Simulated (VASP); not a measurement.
# AlCo (Pm-3m) in VASP: settings compared, part 2 of 3

VASP 6.6.1. The steps go on from the part before.

## 3. Relaxation of the atoms, PBEsol (a relaxed cell with its volume scaled by 1.04)

Contents of INCAR:

```
SYSTEM = AlCo
  PREC = Accurate
  ENCUT = 600
  EDIFF = 1E-7
  ISMEAR = 1
  SIGMA = 0.1
  LREAL = .FALSE.
  LASPH = .TRUE.
  NELM = 80
  ALGO = Normal
  ISIF = 2
  LWAVE = .FALSE.
  LCHARG = .FALSE.
  GGA = PS
  IBRION = 2
  NSW = 40
  EDIFFG = -0.01
```

Contents of KPOINTS:

```
regular mesh
0
G
  14 14 14
  0 0 0
```

Contents of POSCAR:

```
AlCo                                    
1.0
    2.8597212127      0.0000000000      0.0000000000
    0.0000000000      2.8597212127      0.0000000000
    0.0000000000      0.0000000000      2.8597212127
  Al              Co            
     1     1
Direct
     0.0000000000000000    0.0000000000000000    0.0000000000000000
     0.5000000000000000    0.5000000000000000    0.5000000000000000
```

Potentials or basis: VASP PAW PBE potentials, release 64 (Al, Co).

Command:

```console
cat potpaw_PBE.64/Al/POTCAR potpaw_PBE.64/Co/POTCAR > POTCAR
mpirun -np 1 vasp_std > vasp.out
```

OUTCAR:

```text
SYSTEM = AlCo
   PREC = Accurate
   ENCUT = 600
   EDIFF = 1E-7
   ISMEAR = 1
   LREAL = .FALSE.
   LASPH = .TRUE.
   NELM = 80
   ISIF = 2
   GGA = PS
   IBRION = 2
   NSW = 40
   EDIFFG = -0.01

 ion  position               nearest neighbor table
   1  0.000  0.000  0.000-   2 2.48   2 2.48   2 2.48   2 2.48   2 2.48   2 2.48   2 2.48   2 2.48

   2  0.500  0.500  0.500-   1 2.48   1 2.48   1 2.48   1 2.48   1 2.48   1 2.48   1 2.48   1 2.48

  LATTYP: Found a simple cubic cell.
 ALAT       =     2.8597212127

  Lattice vectors:

 A1 = (   2.8597212127,   0.0000000000,   0.0000000000)
 A2 = (   0.0000000000,   2.8597212127,   0.0000000000)
 A3 = (   0.0000000000,   0.0000000000,   2.8597212127)

Analysis of symmetry for initial positions (statically):
=====================================================================
 Subroutine PRICEL returns:
 Original cell was already a primitive cell.

 Routine SETGRP: Setting up the symmetry group for a
 simple cubic supercell.

 Subroutine GETGRP returns: Found 48 space group operations
 (whereof 48 operations were pure point group operations)
 out of a pool of 48 trial point group operations.

The static configuration has the point symmetry O_h .

Analysis of symmetry for dynamics (positions and initial velocities):
=====================================================================
 Subroutine PRICEL returns:
 Original cell was already a primitive cell.

 Routine SETGRP: Setting up the symmetry group for a
 simple cubic supercell.

 Subroutine GETGRP returns: Found 48 space group operations
 (whereof 48 operations were pure point group operations)
 out of a pool of 48 trial point group operations.

The dynamic configuration has the point symmetry O_h .

 Subroutine INISYM returns: Found 48 space group operations
 (whereof 48 operations are pure point group operations),
 and found     1 'primitive' translations

----------------------------------------------------------------------------------------

                                     Primitive cell

  volume of cell :      23.3868

  direct lattice vectors                    reciprocal lattice vectors
     2.859721213  0.000000000  0.000000000     0.349684436  0.000000000  0.000000000
     0.000000000  2.859721213  0.000000000     0.000000000  0.349684436  0.000000000
     0.000000000  0.000000000  2.859721213     0.000000000  0.000000000  0.349684436

  length of vectors
     2.859721213  2.859721213  2.859721213     0.349684436  0.349684436  0.349684436

  position of ions in fractional coordinates (direct lattice)
     0.000000000  0.000000000  0.000000000
     0.500000000  0.500000000  0.500000000

  ion indices of the primitive-cell ions
   primitive index   ion index
                 1           1
                 2           2

----------------------------------------------------------------------------------------

 KPOINTS: regular mesh

Automatic generation of k-mesh.
[... 27 lines left out ...]
  0.285714  0.000000  0.000000      6.000000
  0.357143  0.000000  0.000000      6.000000
[... 16 lines left out ...]
  0.285714  0.214286  0.000000     24.000000
  0.357143  0.214286  0.000000     24.000000
 [... further k-points ...]
   k-points           NKPTS =    120   k-points in BZ     NKDIM =    120   number of bands    NBANDS=     10
   number of dos      NEDOS =    301   number of ions     NIONS =      2
   total plane-waves  NPLWV =  13824
   dimension x,y,z NGX =    24 NGY =   24 NGZ =   24
   dimension x,y,z NGXF=    48 NGYF=   48 NGZF=   48
   ions per type =               1   1
   NGX,Y,Z   is equivalent  to a cutoff of  13.95, 13.95, 13.95 a.u.
   NGXF,Y,Z  is equivalent  to a cutoff of  27.90, 27.90, 27.90 a.u.
 SYSTEM =  AlCo
   PREC   = accura    normal or accurate (medium, high low for compatibility)
   ISTART =      0    job   : 0-new  1-cont  2-samecut
   ICHARG =      2    charge: 1-file 2-atom 10-const
   ISPIN  =      1    spin polarized calculation?
   LNONCOLLINEAR =      F non collinear calculations
   LSORBIT =      F    spin-orbit coupling
   LASPH  =      T    aspherical Exc in radial PAW
   ENCUT  =  600.0 eV  44.10 Ry    6.64 a.u.   5.71  5.71  5.71*2*pi/ulx,y,z
   NELM   =     80;   NELMIN=  2; NELMDL= -5     # of ELM steps
   EDIFF  = 0.1E-06   stopping-criterion for ELM
   LREAL  =      F    real-space projection
   EDIFFG = -.1E-01   stopping-criterion for IOM
   NSW    =     40    number of steps for IOM
   IBRION =      2    ionic relax: 0-MD 1-quasi-New 2-CG
   NFREE  =      1    steps in history (QN), initial steepest desc. (CG)
   ISIF   =      2    stress and relaxation
   ISYM   =      2    0-nonsym 1-usesym 2-fastsym
   POTIM  = 0.5000    time-step for ionic-motion
   TEBEG  =    0.0;   TEEND  =   0.0 temperature during run
   PSTRESS=    0.0 pullay stress
   NELECT =      12.0000    total number of electrons
   NUPDOWN=      -1.0000    fix difference up-down
   EMIN   =  10.00;   EMAX   =-10.00  energy-range for DOS
   EFERMI =   0.00;   METHOD = LEGACY
   ISMEAR =     1;   SIGMA  =   0.10  broadening in eV -4-tet -1-fermi 0-gaus
   EFERMI_NEDOS =   21; number of points for ismear=-14 and -15
   IALGO  =     38    algorithm
   IMIX   =      4    mixing-type and parameters
     AMIX     =   0.40;   BMIX     =  1.00
     AMIX_MAG =   1.60;   BMIX_MAG =  1.00
  volume/ion in A,a.u.               =      11.69        78.91
  Fermi-wavevector in a.u.,A,eV,Ry     =   1.310624  2.476721 23.371218  1.717736
  Thomas-Fermi vector in A             =   2.441142
   LORBIT       =      0    0 simple, 1 ext, 2 COOP (PROOUT), +10 PAW based schemes
   GGA     = PS    functional components
   LHFCALC =     F    Hartree Fock is set to
   AEXX    =    0.0000 exact exchange contribution
   IVDW    =     0    specifies the selected vdW correction
   LEPSILON=     F    determine dielectric tensor
   LRPA    =     F    only Hartree local field effects (RPA)
 conjugate gradient relaxation of ions
 non-spin polarized calculation
 Methfessel and Paxton  Order N= 1 SIGMA  =   0.10
  energy-cutoff  :      600.00
  volume of cell :       23.39
 maximum number of plane-waves:       804
 NGX is ok and might be reduce to    24
   NGX = 11   NGY = 11   NGZ = 11

 number of electron      11.9999997 magnetization

 Free energy of the ion-electron system (eV)
  ---------------------------------------------------
  ext. energy  EPLUGINS =         0.00000000
  ---------------------------------------------------
  free energy    TOTEN  =       -13.06225695 eV

  energy without entropy =      -13.06359465  energy(sigma->0) =      -13.06270285

 E-fermi :  10.3381     XC(G=0): -12.3337

 val. band max:       10.3035213780   @ k =   0.5000   0.3571   0.0714
 cond. band min:      10.3748962452   @ k =   0.5000   0.2857   0.0000
 fundamental gap:      0.0713748672
 Fermi energy:        10.3381191612

 k-point     1 :       0.0000    0.0000    0.0000
  band No.  band energies     occupation
      1      -0.6881      2.00000
      2       7.3743      2.00000
      3       7.3743      2.00000
      4       9.5056      2.00000
      5       9.5056      2.00000
      6       9.5056      2.00000
      7      16.2204      0.00000
      8      16.2204      0.00000
      9      16.2204      0.00000
     10      19.0215      0.00000
[... 287 lines left out ...]
 k-point    24 :       0.3571    0.2143    0.0000
  band No.  band energies     occupation
      1       2.3898      2.00000
      2       6.2887      2.00000
      3       7.8180      2.00000
      4       8.4985      2.00000
      5       8.8514      2.00000
      6       9.2674      2.00000
      7      10.9519     -0.00000
      8      14.7383      0.00000
      9      18.6611      0.00000
     10      20.0366      0.00000

 [... further k-points ...]

------------------------ aborting loop because EDIFF is reached ----------------------------------------

  FORCE on cell =-STRESS in cart. coord.  units (eV):
  Direction    XX          YY          ZZ          XY          YZ          ZX
  --------------------------------------------------------------------------------------
  -------------------------------------------------------------------------------------
  Total       -1.0186682     -1.0186682     -1.0186682      0.0000000     -0.0000000      0.0000000
  in kB      -69.7866310    -69.7866310    -69.7866310      0.0000000     -0.0000000      0.0000000
  external PRESSURE =     -69.7866310 kB  Pullay stress =       0.0000000 kB

 VOLUME and BASIS-vectors are now :
 -----------------------------------------------------------------------------
  energy-cutoff  :      600.00
  volume of cell :       23.39
      direct lattice vectors                 reciprocal lattice vectors
     2.859721213  0.000000000  0.000000000     0.349684436  0.000000000  0.000000000
     0.000000000  2.859721213  0.000000000     0.000000000  0.349684436  0.000000000
     0.000000000  0.000000000  2.859721213     0.000000000  0.000000000  0.349684436

 POSITION                                       TOTAL-FORCE (eV/Angst)
 -----------------------------------------------------------------------------------
      0.00000      0.00000      0.00000         0.000000      0.000000      0.000000
      1.42986      1.42986      1.42986         0.000000      0.000000      0.000000
 -----------------------------------------------------------------------------------
    total drift:                                0.000000      0.000000     -0.000000

  FREE ENERGIE OF THE ION-ELECTRON SYSTEM (eV)
  ---------------------------------------------------
  free  energy   TOTEN  =       -13.0622569519 eV

  energy  without entropy=      -13.0635946529  energy(sigma->0) =      -13.06270285

 reached required accuracy - stopping structural energy minimisation
```

OSZICAR:

```text
N       E                     dE             d eps       ncg     rms          rms(c)
DAV:   1     0.386327060036E+02    0.38633E+02   -0.59183E+03  2400   0.143E+03
DAV:   2    -0.134982471551E+02   -0.52131E+02   -0.49398E+02  2404   0.201E+02
DAV:   3    -0.149333572213E+02   -0.14351E+01   -0.14193E+01  2842   0.435E+01
DAV:   4    -0.149600999463E+02   -0.26743E-01   -0.26733E-01  2906   0.533E+00
DAV:   5    -0.149609695161E+02   -0.86957E-03   -0.86954E-03  2812   0.100E+00    0.133E+01
DAV:   6    -0.182114357179E+02   -0.32505E+01   -0.83659E+01  2716   0.136E+02    0.189E+01
DAV:   7    -0.130995097758E+02    0.51119E+01   -0.36139E+01  2632   0.861E+01    0.187E+00
DAV:   8    -0.130767888510E+02    0.22721E-01   -0.27439E-01  2530   0.486E+00    0.119E+00
DAV:   9    -0.130629529850E+02    0.13836E-01   -0.23959E-02  3198   0.211E+00    0.348E-01
DAV:  10    -0.130622811241E+02    0.67186E-03   -0.60239E-04  2564   0.217E-01    0.147E-01
DAV:  11    -0.130622579689E+02    0.23155E-04   -0.31416E-05  3158   0.636E-02    0.135E-02
DAV:  12    -0.130622570181E+02    0.95077E-06   -0.24803E-06  2990   0.226E-02    0.572E-03
DAV:  13    -0.130622569519E+02    0.66193E-07   -0.18910E-07  2158   0.360E-03
   1 F= -.13062257E+02 E0= -.13062703E+02  d E =-.130623E+02
```

Run time: 11 s. Hardware: 1 thread of Intel Xeon Platinum 8375C at 2.90GHz (Ice Lake), shared host; peak memory 0.17 GiB.

What came out:

| Item | Value |
| --- | --- |
| Free energy | -13.0623 eV |
| Pressure after relaxing | -7.0 GPa |
| Band gap on the k mesh | none (metal or under the smearing width) |

Final structure:
```cif
data_structure
_symmetry_space_group_name_H-M 'P 1'
_symmetry_Int_Tables_number 1
_cell_length_a 2.8597
_cell_length_b 2.8597
_cell_length_c 2.8597
_cell_angle_alpha 90.000
_cell_angle_beta 90.000
_cell_angle_gamma 90.000
_cell_volume 23.39
loop_
_atom_site_label
_atom_site_type_symbol
_atom_site_fract_x
_atom_site_fract_y
_atom_site_fract_z
_atom_site_occupancy
Al1 Al 0.00000 0.00000 0.00000 1
Co1 Co 0.50000 0.50000 0.50000 1
```

Caveat: the relaxation stopped at its first step, so nothing moved; the PAW data sets were made with another functional, which shifts forces and pressure a little. Spin polarisation is off, so any magnetic state and its effect on volume and gap are missing.

(Part 2 of 3 ends here.)
